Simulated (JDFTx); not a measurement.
# InAs (F-43m) in JDFTx: settings compared, part 2 of 2

JDFTx 1.7.0 (patched build). Earlier steps stand in the parts before.

## (3) Single point, TASK

File InAs.in:

```
lattice \
    0.0000000000     5.7031934441     5.7031934441 \
    5.7031934441     0.0000000000     5.7031934441 \
    5.7031934441     5.7031934441     0.0000000000
coords-type Lattice
ion In     0.0000000000     0.0000000000     0.0000000000 1
ion As     0.7500000000     0.7500000000     0.7500000000 1

ion-species pseudo/In.upf
ion-species pseudo/As.upf
elec-cutoff 40 320
elec-ex-corr mgga-x-task lda-c-pw
kpoint-folding 6 6 6
elec-smearing Fermi 0.0018374661
elec-n-bands 15
electronic-SCF nIterations 100 energyDiffThreshold 1e-09
electronic-minimize nIterations 30 energyDiffThreshold 1e-7
converge-empty-states yes
forces-output-coords Cartesian

dump-name run.$VAR
dump End Ecomponents EigStats BandEigs Kpoints Forces Stress ElecDensity KEdensity
```

Potentials or basis: SG15-PBE-1.2.

Run with:

```console
jdftx -c 1 -i InAs.in -o InAs.out
```

Run time: 5.7 min. Hardware: 1 thread of Arm Neoverse V1, shared host; peak memory 0.25 GiB.

Results (log left out):

| Quantity | Value |
| --- | --- |
| Free energy | -1578.4715 eV |
| Pressure | 3.7 GPa |
| Band gap on the k mesh | none (metal or under the smearing width) |

Levels at points of the mesh, in eV from the Fermi level:
```tsv
k point	band 5	band 6	band 7	band 8	band 9	band 10	band 11	band 12	band 13	band 14
(0.00, 0.00, 0.00)	-14.36	-13.51	-0.32	-0.04	-0.04	-0.04	4.30	4.30	4.30	9.32
(0.00, 0.00, 0.50)	-14.35	-11.63	-6.68	-1.24	-1.24	1.07	5.46	5.46	8.84	11.02
(0.00, 0.50, 0.50)	-14.33	-10.98	-6.93	-2.74	-2.74	2.48	2.49	10.46	10.46	11.18
```

Caveat: the potentials were made for another functional, which shifts forces and pressure.

## (4) Single point, HLE16

File InAs.in:

```
include InAs.lattice
coords-type Lattice
include InAs.ionpos

ion-species pseudo/In.upf
ion-species pseudo/As.upf
elec-cutoff 42 336
elec-ex-corr gga-hle16
kpoint-folding 8 8 8
elec-smearing Fermi 0.0018374661
elec-n-bands 21
electronic-SCF nIterations 100 energyDiffThreshold 1e-09
electronic-minimize nIterations 30 energyDiffThreshold 1e-7
converge-empty-states yes
forces-output-coords Cartesian

dump-name run.$VAR
dump End Ecomponents EigStats BandEigs Kpoints Forces Stress ElecDensity Dtot KEdensity
```

File InAs.lattice:

```
lattice \
    0.0000000000     5.7031934441     5.7031934441 \
    5.7031934441     0.0000000000     5.7031934441 \
    5.7031934441     5.7031934441     0.0000000000
```

File InAs.ionpos:

```
ion In     0.0000000000     0.0000000000     0.0000000000 1
ion As     0.7500000000     0.7500000000     0.7500000000 1
```

Potentials or basis: PseudoDojo-SR-PBE-0.5-standard.

Run with:

```console
jdftx -c 1 -i InAs.in -o InAs.out
```

What it wrote:

```text
*************** JDFTx 1.7.0 (patched build) ***************

Input parsed successfully to the following command list (including defaults):
[... the input with its defaults ...]

---------- Setting up symmetries ----------

Found 48 point-group symmetries of the bravais lattice
Found 24 space-group symmetries with basis
Applied RMS atom displacement 0 bohrs to make symmetries exact.

---------- Initializing the Grid ----------
R =
[            0      5.70319      5.70319  ]
[      5.70319            0      5.70319  ]
[      5.70319      5.70319            0  ]
unit cell volume = 371.009
G =
[  -0.550848   0.550848   0.550848  ]
[   0.550848  -0.550848   0.550848  ]
[   0.550848   0.550848  -0.550848  ]
Minimum fftbox size, Smin = [  68  68  68  ]
Chosen fftbox size, S = [  70  70  70  ]

---------- Initializing tighter grid for wavefunction operations ----------
R =
[            0      5.70319      5.70319  ]
[      5.70319            0      5.70319  ]
[      5.70319      5.70319            0  ]
unit cell volume = 371.009
G =
[  -0.550848   0.550848   0.550848  ]
[   0.550848  -0.550848   0.550848  ]
[   0.550848   0.550848  -0.550848  ]
Minimum fftbox size, Smin = [  48  48  48  ]
Chosen fftbox size, S = [  48  48  48  ]

---------- Exchange Correlation functional ----------
Initialized LibXC exchange-correlation functional 'high local exchange 2016'

[... 89 lines left out ...]
	FillingsUpdate:  mu: +0.233496714  nElectrons: 28.000000
SCF: Cycle: 14   F: -158.659163242480020   dF: -7.504e-09   |Residual|: 6.072e-06   |deigs|: 3.301e-05
	FillingsUpdate:  mu: +0.233497120  nElectrons: 28.000000
SCF: Cycle: 15   F: -158.659163246021706   dF: -3.542e-09   |Residual|: 2.259e-06   |deigs|: 2.707e-05
	FillingsUpdate:  mu: +0.233496605  nElectrons: 28.000000
SCF: Cycle: 16   F: -158.659163248086429   dF: -2.065e-09   |Residual|: 3.438e-06   |deigs|: 1.616e-05
	FillingsUpdate:  mu: +0.233496817  nElectrons: 28.000000
SCF: Cycle: 17   F: -158.659163249136355   dF: -1.050e-09   |Residual|: 2.751e-06   |deigs|: 1.392e-05
	FillingsUpdate:  mu: +0.233496860  nElectrons: 28.000000
SCF: Cycle: 18   F: -158.659163249649794   dF: -5.134e-10   |Residual|: 2.787e-06   |deigs|: 8.533e-06
	FillingsUpdate:  mu: +0.233496862  nElectrons: 28.000000
SCF: Cycle: 19   F: -158.659163249905333   dF: -2.555e-10   |Residual|: 3.114e-06   |deigs|: 9.190e-06
SCF: Converged (|Delta E|<1.000000e-09 for 2 iters).

Setting wave functions to eigenvectors of Hamiltonian
Converging empty states (this may take a while):
EmptyStates: None of the convergence criteria satisfied.
|deigs|: 8.442e-05

# Stress tensor in Cartesian coordinates [Eh/a0^3]:
[  9.66432e-05            0            0  ]
[            0  9.66432e-05            0  ]
[            0            0  9.66432e-05  ]

# Ionic positions in lattice coordinates:
ion In   0.000000000000000   0.000000000000000   0.000000000000000 1
ion As   0.750000000000000   0.750000000000000   0.750000000000000 1

# Forces in Cartesian coordinates:
force In   0.000000000000000  -0.000000000000000   0.000000000000000 1
force As  -0.000000000000000   0.000000000000000   0.000000000000000 1

# Energy components:
   Eewald =      -92.8949152033454908
       EH =       54.9408350352414203
     Eloc =     -142.9438761622125185
      Enl =      -69.8257958538284100
      Exc =      -55.7574260002276247
 Exc_core =       25.1016749537505035
       KE =      122.7203427722278803
-------------------------------------
     Etot =     -158.6591604583942399
       TS =        0.0000027915111007
-------------------------------------
        F =     -158.6591632499053333

IonicMinimize: Iter:   0  F: -158.659163249905333  |grad|_K:        nan
IonicMinimize: None of the convergence criteria satisfied after 0 iterations.

#--- Lowdin population analysis ---
# oxidation-state In +0.462
# oxidation-state As -0.386

Dumping 'run.eigStats' ...
	eMin: -1.236290 at state 20 ( [ +0.000000 +0.500000 +0.500000 ] spin 0 )
	HOMO: +0.224978 at state 0 ( [ +0.000000 +0.000000 +0.000000 ] spin 0 )
	mu  : +0.233497
	LUMO: +0.239513 at state 0 ( [ +0.000000 +0.000000 +0.000000 ] spin 0 )
	eMax: +0.742264 at state 17 ( [ +0.000000 +0.375000 +0.375000 ] spin 0 )
	HOMO-LUMO gap: +0.014536
	Optical gap  : +0.014536 at state 0 ( [ +0.000000 +0.000000 +0.000000 ] spin 0 )
WARNING: the last solve of the electrons (or of bands or displaced states from it) ended unconverged.
Done!
```

It took 4 min on 1 thread of Arm Neoverse V1, shared host; peak memory 0.2 GiB.

What came out:

| Item | Value |
| --- | --- |
| Free energy | -4317.3358 eV |
| Pressure | -2.8 GPa |
| Band gap on the k mesh | 0.40 eV, direct |
| Loewdin charges | In +0.46; As -0.39 e |

Caveat: the potentials were made for a functional far from this one; the empty levels aren't tightly converged; the potentials were made for another functional, which shifts forces and pressure; spin-orbit coupling is left out, which moves the levels of the heavy elements.

## (5) Single point, HSE06

File InAs.in:

```
lattice Face-Centered Cubic 11.4063868882
coords-type Lattice
ion In     0.0000000000     0.0000000000     0.0000000000 1
ion As     0.7500000000     0.7500000000     0.7500000000 1

ion-species pseudo/In.upf
ion-species pseudo/As.upf
elec-cutoff 38 304
elec-ex-corr hyb-HSE06
kpoint-folding 2 2 2
elec-smearing Fermi 0.0018374661
elec-n-bands 21
electronic-SCF nIterations 100 energyDiffThreshold 1e-07
electronic-minimize nIterations 30 energyDiffThreshold 1e-7
converge-empty-states yes
forces-output-coords Cartesian

dump-name run.$VAR
dump End Ecomponents EigStats BandEigs Kpoints Forces Stress
```

Run with:

```console
jdftx -c 1 -i InAs.in -o InAs.out
```

It took 24 min on 1 thread of Arm Neoverse V2, shared host; peak memory 0.22 GiB.

The run converged, but some of its settings lie outside the range that counts as converged, so its numbers aren't taken as properties of the crystal.

Results:

```
Free energy            : -4094.6153 eV
Pressure               : 3.0 GPa
Band gap on the k mesh : 0.69 eV, direct
Loewdin charges        : In +0.49; As -0.45 e
```

Caveat: the k mesh is coarse (spacing up to 0.90 Å⁻¹), so the values aren't converged, least of all with exact exchange; the cutoff is short for these files and lowers the pressure by up to 1 GPa; this program's HSE differs a little from the usual definition; the hybrid runs on potentials with a model core; the potentials were made for another functional, which shifts forces and pressure; spin-orbit coupling is left out, which moves the levels of the heavy elements.

## (6) Overview

| level | potentials or basis | k mesh | cutoff (eV) | gap on the mesh (eV) | pressure (GPa) |
| --- | --- | --- | --- | --- | --- |
| PBEsol | PseudoDojo-SR-PBEsol-0.4.1-standard | 8 × 8 × 8 | 1143 | none | 1.6 |
| TASK | SG15-PBE-1.2 | 6 × 6 × 6 | 1088 | none | 3.7 |
| HLE16 | PseudoDojo-SR-PBE-0.5-standard | 8 × 8 × 8 | 1143 | 0.40 | -2.8 |

Alike in all rows: task single point; no spin polarisation; cell as given; smearing fermi-dirac 0.05 eV.

Caveats: the empty levels aren't tightly converged (some runs); the potentials were made for another functional, which shifts forces and pressure (some runs); this crystal is a semiconductor, whose small gap the functional closes, so the metal is an error of the method (some runs); the potentials were made for a functional far from this one (some runs); spin-orbit coupling is left out, which moves the levels of the heavy elements (some runs).

Total energies depend on the potentials used, so only differences within one code and one set of settings carry meaning.

## (7) How close it comes

Step 2. Measured gap of InAs: 0.418 eV (direct; 4.2 K; a printed reference work, data compilation). This calculation gives 0.00 eV (-0.42 eV). Spin-orbit coupling on As, In is left out. The value is that of PBEsol on a finite k mesh, which can miss the band edges, without temperature or zero-point motion. Semilocal functionals fall short of measured gaps as a rule.

Step 3. Measured gap of InAs: 0.418 eV (direct; 4.2 K; a printed reference work, data compilation). This calculation gives 0.00 eV (-0.42 eV). Spin-orbit coupling on As, In is left out. The value is that of TASK on a finite k mesh, which can miss the band edges, without temperature or zero-point motion.
